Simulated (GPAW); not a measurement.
Input of a GPAW 26.7.0 run:

run.py

```python
from ase import Atoms
from ase.dft.bandgap import bandgap
from ase.io import write
from ase.units import GPa
from gpaw import GPAW, PW, setup_paths

setup_paths.insert(0, '.')

atoms = Atoms(['Fe', 'Fe', 'Fe', 'Fe', 'Si', 'Si', 'Si', 'Si'],
              cell=[[4.5507, 0.0, 0.0],
                    [0.0, 4.5507, 0.0],
                    [0.0, 0.0, 4.5507]],
              scaled_positions=[[0.86348, 0.63652, 0.36348],
                                [0.63652, 0.36348, 0.86348],
                                [0.36348, 0.86348, 0.63652],
                                [0.13652, 0.13652, 0.13652],
                                [0.1576, 0.3424, 0.6576],
                                [0.3424, 0.6576, 0.1576],
                                [0.6576, 0.1576, 0.3424],
                                [0.8424, 0.8424, 0.8424]],
              pbc=True)
atoms.set_initial_magnetic_moments([4.5, 4.5, 4.5, 4.5, 0.0, 0.0, 0.0, 0.0])

calc = GPAW(mode=PW(600),
            xc='PBEsol',
            kpts={'size': (6, 6, 6), 'gamma': True},
            occupations={'name': 'fermi-dirac', 'width': 0.05},
            nbands=48,
            convergence={'density': 1e-05, 'energy': 1e-05},
            maxiter=150,
            txt='gpaw.txt')
atoms.calc = calc
energy = atoms.get_potential_energy()
forces = atoms.get_forces()
stress = atoms.get_stress()
calc.write('gs.gpw')
write('result.traj', atoms)
print(f'Energy: {energy:.6f} eV')
print('Forces (eV/A):')
print(forces.round(4))
print('Stress (GPa):', (stress / GPa).round(3))
print('Moments:', calc.get_magnetic_moments().round(3))
print('Fermi level:', round(calc.get_fermi_level(), 4), 'eV')
print(f'Gap: {bandgap(calc)[0]:.4f} eV, direct: {bandgap(calc, direct=True)[0]:.4f} eV')
```

Potentials or basis: PAW data sets generated in the run's folder for this functional, pw.

Command:

```sh
$ gpaw-setup -f PBEsol Fe Si
$ OMP_NUM_THREADS=1 python run.py
```

Q: Estimate the site moments.

A: Fe +0.99; Si -0.05 μB.

Q: Predict the largest force.

A: 0.063 eV/Å.

Q: What does it give for the net moment?

A: 3.64 μB per cell.

Forces on the atoms (eV/Å):
```
Fe   0.010 -0.010  0.010
Fe  -0.010  0.010  0.010
Fe   0.010  0.010 -0.010
Fe  -0.010 -0.010 -0.010
Si  -0.037  0.037 -0.037
Si   0.037 -0.037 -0.037
Si  -0.037 -0.037  0.037
Si   0.037  0.037  0.037
```

Caveat: the moment fell far below its start of 4.5 μB, so a state of higher moment may lie lower in energy.
